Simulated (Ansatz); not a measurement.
AgCl and the effect of spin-orbit coupling

It takes space group Fm-3m (No. 225, cubic). Conventional cell: a = 5.470 Å, b = 5.470 Å, c = 5.470 Å, α = 90.00°, β = 90.00°, γ = 90.00°. Ag (site symmetry m-3m) has 6 Cl at 2.73 Å as nearest neighbours. Cl (site symmetry m-3m) has 6 Ag at 2.73 Å as nearest neighbours.

Kept alike: task band structure; functional PBEsol; k mesh 8 × 8 × 8; occupations fermi-dirac, width 0.05 eV. Program: Ansatz, Ansatz PAW, cutoff 420 eV. The mesh is that of the run's cell of 2 atoms.

| spin-orbit coupling | band gap (eV) |
| --- | --- |
| off | 0.725 |
| on | 0.684 |

Gaps are the smaller of the mesh's and the band path's. All rows use potentials made for PBE.

Task: What does spin-orbit coupling change here?

Result: The band gap runs from 0.684 (on) to 0.725 eV (off). Spin-orbit coupling splits p and d bands at the edges, and the more so the heavier the atoms.
